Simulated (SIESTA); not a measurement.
Lu:

```
Lu
1.0
    -1.95411    1.95411    1.95411
     1.95411   -1.95411    1.95411
     1.95411    1.95411   -1.95411
Lu
1
Direct
  0.00000 0.00000 0.00000
```

This isn't the form of Lu at room conditions, which is hcp.

| Quantity | Value |
| --- | --- |
| Program | SIESTA 5.4.2 |
| Task | single point |
| Functional | PBE |
| Potentials or basis | PseudoDojo 0.4 standard (PBE files) |
| Basis | DZP (energy shift 0.002 Ry; radii capped at 9.5 bohr) |
| Grid cutoff | 500 Ry |
| Energy shift | 0.002 Ry |
| k mesh | 10 × 10 × 10 |
| Occupations | fermi-dirac, width 0.05 eV |
| Spin | no spin polarisation |

On this cell: pressure -0.1 GPa; band gap on the k mesh none (metal or under the smearing width).

The same run follows on a disturbed copy (cell strained at random at fixed volume):

```
Lu
1.0
    -1.96151    1.98599    1.95506
     1.97238   -1.98057    1.96051
     1.91614    1.93521   -1.94964
Lu
1
Direct
  0.00287 0.01056 0.00296
```

**Question.** What changes?

**Answer.** The energy (extrapolated to zero smearing) moves by +1.2 meV/atom; pressure -0.1 GPa; band gap on the k mesh none (metal or under the smearing width).

Stress tensor (GPa, compression positive):
```
-0.21  0.61 -0.16
 0.61 -0.13 -0.08
-0.16 -0.08 -0.10
```

Caveats: semicore shells carry a single zeta, which can move pressures by several GPa and volumes by a few percent; the basis of atomic orbitals isn't converged, which shifts pressures, moduli and gaps.
